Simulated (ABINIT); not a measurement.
## Converging GW for TiO2 (P1) in ABINIT

What does each rung of G0W0 on TiO2 (P1) cost, and what does it buy?

Method: LDA and many-body steps on it, plane waves, in ABINIT 10.8.3.

**1. Starting point**

The cell holds 9 atoms: 3 Ti and 6 O. Its edges and angles: a = 2.968 Å, b = 4.708 Å, c = 7.241 Å, α = 88.1°, β = 78.2°, γ = 90.0°.

The cell and positions are those that the Materials Project relaxed with its own functionals (PBE, PBE+U or r2SCAN), kept fixed. This is not the form that TiO2 usually takes at ambient conditions.

**2. Empty states on the mesh, 4×2×2 mesh, 479 bands**

This step: ABINIT 10.8.3; DFT, LDA, plane waves, norm-conserving pseudopotentials.

The sums over transitions need many empty states on a uniform mesh; this step solves for them.

run.abi

```
acell 3*1.0 Angstrom
rprim 
  2.968264546300 0.000000000000 -0.000000000000
  0.000208083400 4.707606754900 0.000000000000
  1.483569621100 0.242353462000 7.083464797900
ntypat 2
znucl 22 8
natom 9
typat 1 1 1 2 2 2 2 2 2
xred 
  0.661708140000 0.520474360000 0.684496360000
  0.344640210000 0.480259650000 0.316959870000
  0.003371870000 0.000388810000 0.000703190000
  0.568025670000 0.815300060000 0.872827180000
  0.229407150000 0.703007280000 0.549514730000
  0.906497210000 0.691836990000 0.195171570000
  0.101236240000 0.308953420000 0.806243220000
  0.777926340000 0.297728750000 0.451878070000
  0.440038160000 0.185437690000 0.128538800000
pp_dirpath "pseudos"
pseudos "Ti.upf, O.upf"
ecut 38
ngkpt 4 2 2
nshiftk 1
shiftk 0 0 0
kptopt 1
chksymbreak 0
iscf -2
irdden 1
istwfk *1
nband 479
nbdbuf 42
tolwfr 1e-09
nstep 60
prtvol 0
indata_prefix "in"
outdata_prefix "out"
tmpdata_prefix "tmp"
```

Started as:

```
OMP_NUM_THREADS=1 mpirun -n 4 abinit run.abi > log
```

Numbers of over 12 decimals in the logs are rounded to 6 here.

The log of the run:

```text
.Version 10.8.3 of ABINIT. v10.8.2 released Aug 2026.

 Symmetries : space group P1 (#  1); Bravais aP (primitive triclinic)
[... echo of the input left out ...]
== DATASET  1 ==================================================================
-   mpi_nproc: 4, omp_nthreads: 1 (-1 if OMP is not activated)

--- !DatasetInfo
iteration_state: {dtset: 1, }
dimensions: {natom: 9, nkpt: 12, mband: 479, nsppol: 1, nspinor: 1, nspden: 1, mpw: 7508, }
cutoff_energies: {ecut:  38.0, pawecutdg:  -1.0, }
[...]
5.37317    5.38439    5.38504    5.39862    5.40169    5.40514    5.41876    5.42056
   5.42572    5.45735    5.46184    5.46397    5.46992    5.49380    5.50971    5.53664
   5.55550    5.55790    5.57647    5.59502    5.60383    5.61239    5.62048
 prteigrs : prtvol=0 or 1, do not print more k-points.

== END DATASET(S) ==============================================================
================================================================================

 -outvars: echo values of variables after computation  --------
            nband         479
             nkpt          12
          spgroup           1
 [... the other variables as echoed above ...]

 Calculation completed.
```

It took 16 min on 4 MPI ranks of Arm Neoverse V1, shared host; peak memory 1 GiB; 65 min of CPU time.

Numbers from this step:

```
gap                                                           : 2.268 eV
k of the valence top                                          : 0, 0, 0
k of the conduction bottom                                    : 0, 0, 0
least direct gap                                              : 2.268 eV
k points computed                                             : 12
lowest point of the top converged band, above the valence top : 136.0006 eV
```

On this mesh the gap is 2.268 eV.

The density comes from a self-consistent run that is not shown.

**3. Screening, 4×2×2 mesh, 115 bands, screening to 68.6 eV**

The RPA dielectric matrix is built and inverted for each q.

This step: RPA screening on LDA, plane waves, norm-conserving pseudopotentials.

Changes to run.abi since step 2:

```diff
@@ -27,10 +27,11 @@
 chksymbreak 0
-iscf -2
-irdden 1
 istwfk *1
-nband 479
-nbdbuf 42
-tolwfr 1e-09
-nstep 60
-prtvol 0
+occopt 1
+irdwfk 1
+optdriver 3
+nband 115
+ecuteps 2.52
+inclvkb 2
+awtr 1
+symchi 1
 indata_prefix "in"
```

The log of the run:

```text
.Version 10.8.3 of ABINIT. v10.8.2 released Aug 2026.

 Symmetries : space group P1 (#  1); Bravais aP (primitive triclinic)
[... echo of the input left out ...]
== DATASET  1 ==================================================================
-   mpi_nproc: 4, omp_nthreads: 1 (-1 if OMP is not activated)

--- !DatasetInfo
iteration_state: {dtset: 1, }
dimensions: {natom: 9, nkpt: 12, mband: 115, nsppol: 1, nspinor: 1, nspden: 1, mpw: 7508, }
cutoff_energies: {ecut:  38.0, pawecutdg:  -1.0, }
electrons: {nelect:   7.20000000E+01, charge:   0.00000000E+00, occopt:   1.00000000E+00, tsmear:   1.00000000E-02, }

 SCREENING: Calculation of the susceptibility and dielectric matrices

 Based on a program developped by R.W. Godby, V. Olevano, G. Onida, and L. Reining.
 Incorporated in ABINIT by V. Olevano, G.-M. Rignanese, and M. Torrent.
.Using double precision arithmetic ; gwpc =  8

[... cell and pseudopotentials left out ...]
--------------------------------------------------------------------------------

 ==== K-mesh for the wavefunctions ====
 Number of points in the irreducible wedge :    12
[... list of points left out ...]
 Together with  1 symmetry operations and time-reversal symmetry
 yields    16 points in the full Brillouin Zone.

 ==== Q-mesh for the screening function ====
 Number of points in the irreducible wedge :    12
[... list of points left out ...]
 Together with  1 symmetry operations and time-reversal symmetry
 yields    16 points in the full Brillouin Zone.

 setmesh: FFT mesh size selected  =    20x   32x   48
          total number of points  =        30720

 vcoul_init : cutoff-mode = AUXILIARY_FUNCTION
 q-points for optical limit:   1
     1)      0.000010    0.000020    0.000030

- screening: taking advantage of time-reversal symmetry
- Maximum band index for partially occupied states nbvw = 36
- Remaining bands to be divided among processors   nbcw = 79
- Number of bands treated by each node ~19

 Number of electrons calculated from density =   72.0000; Expected =   72.0000
 average of density, n =  0.107792
 r_s =    1.3035
 omega_plasma =   31.6701 [eV]

 calculating chi0 at frequencies [eV] :
  1    0.000000E+00    0.000000E+00
  2    0.000000E+00    3.167009E+01

--------------------------------------------------------------------------------
  q-point number  1        q = ( 0.000000, 0.000000, 0.000000) [r.l.u.]
--------------------------------------------------------------------------------
[... chi0 elements left out ...]
 For q-point:  0.000010 0.000020 0.000030
  dielectric constant =   6.9977
  dielectric constant without local fields =   7.4564

  Average fulfillment of the sum rule on Im[epsilon] for q-point    1 :     49.27  [%]
[... wings left out ...]
  q-point number  2        q = ( 0.250000, 0.000000, 0.000000) [r.l.u.]
--------------------------------------------------------------------------------
[... chi0 elements left out ...]
  Average fulfillment of the sum rule on Im[epsilon] for q-point    2 :     54.19  [%]

 [... 10 further q-points ...]
```

Elapsed: 2.2 min, on 4 MPI ranks; peak memory 2.1 GiB; 8.9 min of CPU time.

This step gave:

* ε∞ with local fields, on this mesh, along the program's q direction: 6.998
* the same without local fields: 7.456
* plasma frequency: 31.67 eV
* plane waves in the screening matrix: 121

Local fields lower ε∞ by 6 %. On a Γ-centred mesh this coarse the value itself is usually too large, while a short band sum pulls it down.

**4. 115 bands, 68.6 eV**

The self-energy is evaluated for the states that the input lists, and the levels follow from it, in one-shot runs by the linearised quasiparticle equation.

This step: G0W0 on LDA, plane waves, norm-conserving pseudopotentials.

Changes to run.abi since step 3:

```diff
@@ -30,8 +30,29 @@
 irdwfk 1
-optdriver 3
+optdriver 4
 nband 115
+gwcalctyp 0
+ecutsigx 38
+symsigma 1
+nkptgw 8
+kptgw 
+  0.0000000000 0.0000000000 0.0000000000
+  0.5000000000 0.0000000000 0.0000000000
+  0.0000000000 0.5000000000 0.0000000000
+  0.5000000000 0.5000000000 0.0000000000
+  0.0000000000 0.0000000000 0.5000000000
+  0.5000000000 0.0000000000 0.5000000000
+  0.0000000000 0.5000000000 0.5000000000
+  0.5000000000 0.5000000000 0.5000000000
+bdgw 
+  35 38
+  35 38
+  35 38
+  35 38
+  35 38
+  35 38
+  35 38
+  35 38
 ecuteps 2.52
-inclvkb 2
-awtr 1
-symchi 1
+irdscr 1
+ppmodel 1
 indata_prefix "in"
```

The log of the run:

```text
.Version 10.8.3 of ABINIT. v10.8.2 released Aug 2026.

 Symmetries : space group P1 (#  1); Bravais aP (primitive triclinic)
[... echo of the input left out ...]
== DATASET  1 ==================================================================
-   mpi_nproc: 4, omp_nthreads: 1 (-1 if OMP is not activated)

--- !DatasetInfo
iteration_state: {dtset: 1, }
dimensions: {natom: 9, nkpt: 12, mband: 115, nsppol: 1, nspinor: 1, nspden: 1, mpw: 7508, }
cutoff_energies: {ecut:  38.0, pawecutdg:  -1.0, }
electrons: {nelect:   7.20000000E+01, charge:   0.00000000E+00, occopt:   1.00000000E+00, tsmear:   1.00000000E-02, }

 SIGMA: Calculation of the GW corrections

 Based on a program developped by R.W. Godby, V. Olevano, G. Onida, and L. Reining.
 Incorporated in ABINIT by V. Olevano, G.-M. Rignanese, and M. Torrent.
.Using double precision arithmetic ; gwpc =  8

[... cell and pseudopotentials left out ...]
--------------------------------------------------------------------------------

 ==== K-mesh for the wavefunctions ====
 Number of points in the irreducible wedge :    12
[... list of points left out ...]
 Together with  1 symmetry operations and time-reversal symmetry
 yields    16 points in the full Brillouin Zone.

 ==== Q-mesh for screening function ====
 Number of points in the irreducible wedge :    12
[... list of points left out ...]
 Together with  1 symmetry operations and time-reversal symmetry
 yields    16 points in the full Brillouin Zone.

 vcoul_init : cutoff-mode = AUXILIARY_FUNCTION
 q-points for optical limit:   1
     1)      0.000010    0.000020    0.000030
 setmesh: FFT mesh size selected  =    32x   50x   75
          total number of points  =       120000

 Number of electrons calculated from density =   72.0000; Expected =   72.0000
 average of density, n =  0.107792
 r_s =    1.3035
 omega_plasma =   31.6701 [eV]

 === KS Band Gaps ===
  >>>> For spin  1
   Minimum direct gap =   2.2674 [eV], located at k-point      :   0.0000  0.0000  0.0000
   Fundamental gap    =   2.2674 [eV], Top of valence bands at :   0.0000  0.0000  0.0000
                                       Bottom of conduction at :   0.0000  0.0000  0.0000
 SIGMA fundamental parameters:
 PLASMON POLE MODEL  1
 number of plane-waves for SigmaX                 7461
 number of plane-waves for SigmaC and W            121
 number of plane-waves for wavefunctions          7461
 number of bands                                   115
 number of independent spin polarizations            1
 number of spinorial components                      1
 number of k-points in IBZ                          12
 number of q-points in IBZ                          12
 number of symmetry operations                       1
 number of k-points in BZ                           16
 number of q-points in BZ                           16
 number of frequencies for dSigma/dE                 9
 frequency step for dSigma/dE [eV]                0.25
 number of omega for Sigma on real axis              0
 max omega for Sigma on real axis  [eV]           0.00
 zcut for avoiding poles [eV]                     0.10

 EPSILON^-1 parameters (SCR file):
 dimension of the eps^-1 matrix on file            121
 dimension of the eps^-1 matrix used               121
 number of plane-waves for wavefunctions          7461
 number of bands                                   115
 number of q-points in IBZ                          12
 number of frequencies                               2
 number of real frequencies                          1
 number of imag frequencies                          1

 matrix elements of self-energy operator (all in [eV])

 Perturbative Calculation

--- !SelfEnergy_ee
iteration_state: {dtset: 1, }
kpoint     : [   0.000,    0.000,    0.000, ]
spin       : 1
KS_gap     :    2.267
QP_gap     :    4.102
Delta_QP_KS:    1.834
data: !SigmaeeData |
     Band     E0 <VxcDFT>   SigX SigC(E0)      Z dSigC/dE  Sig(E)    E-E0       E
       35   3.951 -20.192 -24.629   4.801   0.775  -0.290 -19.910   0.282   4.234
       36   4.182 -19.911 -24.519   4.920   0.771  -0.296 -19.671   0.240   4.422
       37   6.449 -20.183 -12.107  -5.427   0.783  -0.277 -18.109   2.075   8.524
       38   6.863 -20.628 -12.256  -5.674   0.779  -0.283 -18.526   2.103   8.966

--- !SelfEnergy_ee
iteration_state: {dtset: 1, }
kpoint     : [   0.500,    0.000,    0.000, ]
spin       : 1
KS_gap     :    3.547
QP_gap     :    5.410
Delta_QP_KS:    1.863
data: !SigmaeeData |
     Band     E0 <VxcDFT>   SigX SigC(E0)      Z dSigC/dE  Sig(E)    E-E0       E
       35   3.067 -18.933 -23.695   4.927   0.768  -0.302 -18.807   0.126   3.193
       36   3.186 -19.314 -24.066   4.957   0.769  -0.300 -19.156   0.158   3.344
[...]
--- !SelfEnergy_ee
iteration_state: {dtset: 1, }
kpoint     : [   0.000,    0.500,    0.000, ]
spin       : 1
KS_gap     :    3.061
QP_gap     :    4.880
Delta_QP_KS:    1.819
data: !SigmaeeData |
     Band     E0 <VxcDFT>   SigX SigC(E0)      Z dSigC/dE  Sig(E)    E-E0       E
[...]
--- !SelfEnergy_ee
iteration_state: {dtset: 1, }
kpoint     : [   0.500,    0.500,    0.000, ]
spin       : 1
KS_gap     :    2.942
QP_gap     :    4.713
Delta_QP_KS:    1.771
data: !SigmaeeData |
     Band     E0 <VxcDFT>   SigX SigC(E0)      Z dSigC/dE  Sig(E)    E-E0       E
[...]
--- !SelfEnergy_ee
iteration_state: {dtset: 1, }
kpoint     : [   0.000,    0.000,    0.500, ]
spin       : 1
KS_gap     :    2.493
QP_gap     :    4.270
Delta_QP_KS:    1.777
data: !SigmaeeData |
     Band     E0 <VxcDFT>   SigX SigC(E0)      Z dSigC/dE  Sig(E)    E-E0       E
[...]
--- !SelfEnergy_ee
iteration_state: {dtset: 1, }
kpoint     : [   0.500,    0.000,    0.500, ]
spin       : 1
KS_gap     :    3.545
QP_gap     :    5.403
Delta_QP_KS:    1.858
data: !SigmaeeData |
     Band     E0 <VxcDFT>   SigX SigC(E0)      Z dSigC/dE  Sig(E)    E-E0       E
[...]
--- !SelfEnergy_ee
iteration_state: {dtset: 1, }
kpoint     : [   0.000,    0.500,    0.500, ]
spin       : 1
KS_gap     :    2.556
QP_gap     :    4.374
Delta_QP_KS:    1.818
data: !SigmaeeData |
     Band     E0 <VxcDFT>   SigX SigC(E0)      Z dSigC/dE  Sig(E)    E-E0       E
[...]
--- !SelfEnergy_ee
iteration_state: {dtset: 1, }
kpoint     : [   0.500,    0.500,    0.500, ]
spin       : 1
KS_gap     :    2.938
QP_gap     :    4.710
Delta_QP_KS:    1.771
data: !SigmaeeData |
     Band     E0 <VxcDFT>   SigX SigC(E0)      Z dSigC/dE  Sig(E)    E-E0       E
[...]
36   3.664 -19.959 -24.697   5.003   0.772  -0.296 -19.755   0.205   3.869
       37   6.602 -19.849 -12.038  -5.283   0.782  -0.279 -17.873   1.976   8.578
       38   6.742 -19.877 -12.022  -5.311   0.782  -0.278 -17.887   1.989   8.731

== END DATASET(S) ==============================================================
================================================================================

 -outvars: echo values of variables after computation  --------
           etotal      0.0000000000E+00
            nband         115
             nkpt          12
          spgroup           1
 [... the other variables as echoed above ...]

 Calculation completed.
```

Elapsed: 23 s, on 4 MPI ranks; peak memory 1.5 GiB.

Numbers from this step:

* G0W0 gap on the mesh: 4.102 eV
* starting gap on the mesh: 2.268 eV
* k of the valence top: 0, 0, 0
* k of the conduction bottom: 0, 0, 0
* Z at the valence top: 0.771
* Z at the conduction bottom: 0.783
* least direct G0W0 gap on the computed points: 4.102 eV

The gap on the mesh goes from 2.27 eV to 4.10 eV, a correction of +1.83 eV.

**5. Screening, 4×2×2 mesh, 157 bands, screening to 90.6 eV**

This step: RPA screening on LDA, plane waves, norm-conserving pseudopotentials.

Changes to run.abi since step 4:

```diff
@@ -30,29 +30,8 @@
 irdwfk 1
-optdriver 4
-nband 115
-gwcalctyp 0
-ecutsigx 38
-symsigma 1
-nkptgw 8
-kptgw 
-  0.0000000000 0.0000000000 0.0000000000
-  0.5000000000 0.0000000000 0.0000000000
-  0.0000000000 0.5000000000 0.0000000000
-  0.5000000000 0.5000000000 0.0000000000
-  0.0000000000 0.0000000000 0.5000000000
-  0.5000000000 0.0000000000 0.5000000000
-  0.0000000000 0.5000000000 0.5000000000
-  0.5000000000 0.5000000000 0.5000000000
-bdgw 
-  35 38
-  35 38
-  35 38
-  35 38
-  35 38
-  35 38
-  35 38
-  35 38
-ecuteps 2.52
-irdscr 1
-ppmodel 1
+optdriver 3
+nband 157
+ecuteps 3.33
+inclvkb 2
+awtr 1
+symchi 1
 indata_prefix "in"
```

The log of the run:

```text
.Version 10.8.3 of ABINIT. v10.8.2 released Aug 2026.

 Symmetries : space group P1 (#  1); Bravais aP (primitive triclinic)
[... echo of the input left out ...]
== DATASET  1 ==================================================================
-   mpi_nproc: 4, omp_nthreads: 1 (-1 if OMP is not activated)

--- !DatasetInfo
iteration_state: {dtset: 1, }
dimensions: {natom: 9, nkpt: 12, mband: 157, nsppol: 1, nspinor: 1, nspden: 1, mpw: 7508, }
cutoff_energies: {ecut:  38.0, pawecutdg:  -1.0, }
electrons: {nelect:   7.20000000E+01, charge:   0.00000000E+00, occopt:   1.00000000E+00, tsmear:   1.00000000E-02, }

 SCREENING: Calculation of the susceptibility and dielectric matrices

 Based on a program developped by R.W. Godby, V. Olevano, G. Onida, and L. Reining.
 Incorporated in ABINIT by V. Olevano, G.-M. Rignanese, and M. Torrent.
.Using double precision arithmetic ; gwpc =  8

[... cell and pseudopotentials left out ...]
--------------------------------------------------------------------------------

 ==== K-mesh for the wavefunctions ====
 Number of points in the irreducible wedge :    12
[... list of points left out ...]
 Together with  1 symmetry operations and time-reversal symmetry
 yields    16 points in the full Brillouin Zone.

 ==== Q-mesh for the screening function ====
 Number of points in the irreducible wedge :    12
[... list of points left out ...]
 Together with  1 symmetry operations and time-reversal symmetry
 yields    16 points in the full Brillouin Zone.

 setmesh: FFT mesh size selected  =    24x   32x   50
          total number of points  =        38400

 vcoul_init : cutoff-mode = AUXILIARY_FUNCTION
 q-points for optical limit:   1
     1)      0.000010    0.000020    0.000030

- screening: taking advantage of time-reversal symmetry
- Maximum band index for partially occupied states nbvw = 36
- Remaining bands to be divided among processors   nbcw = 121
- Number of bands treated by each node ~30

 Number of electrons calculated from density =   72.0000; Expected =   72.0000
 average of density, n =  0.107792
 r_s =    1.3035
 omega_plasma =   31.6701 [eV]

 calculating chi0 at frequencies [eV] :
  1    0.000000E+00    0.000000E+00
  2    0.000000E+00    3.167009E+01

--------------------------------------------------------------------------------
  q-point number  1        q = ( 0.000000, 0.000000, 0.000000) [r.l.u.]
--------------------------------------------------------------------------------
[... chi0 elements left out ...]
 For q-point:  0.000010 0.000020 0.000030
  dielectric constant =   6.9822
  dielectric constant without local fields =   7.4776

  Average fulfillment of the sum rule on Im[epsilon] for q-point    1 :     57.59  [%]
[... wings left out ...]
  q-point number  2        q = ( 0.250000, 0.000000, 0.000000) [r.l.u.]
--------------------------------------------------------------------------------
[... chi0 elements left out ...]
  Average fulfillment of the sum rule on Im[epsilon] for q-point    2 :     61.53  [%]

 [... 10 further q-points ...]
```

It took 4.4 min on 4 MPI ranks; peak memory 2.7 GiB.

Numbers from this step:

```
ε∞ with local fields, on this mesh, along the program's q direction : 6.982
the same without local fields                                       : 7.478
plasma frequency                                                    : 31.67 eV
plane waves in the screening matrix                                 : 201
```

(Continued in part 2 of 2.)

[Paths, hosts, dates, memory and timing lines, banners, echoed tables and standing remarks are left out of the program output.]

[Logs are printed without paths, hosts, clocks, repeated set-up lines and the standing remarks that a program may print on its own settings, such as how far it seeks lower states.]

[Runs of the session that timed out or met a known fault of the program may be left out.]

[Hosts, paths, dates, database ids (printed as entryN), source tags and the programs' standing remarks are cut or masked in the printed files.]

[G0W0 gaps are taken among the corrected bands and points alone; a level outside them can change the order at an edge.]

[Where Ansatz stands beside ABINIT at settings called matched, ABINIT's density can come from a denser mesh and the files from another edition; pairs whose starting gaps differed by over 0.03 eV were left out, so agreement reads better than it is.]
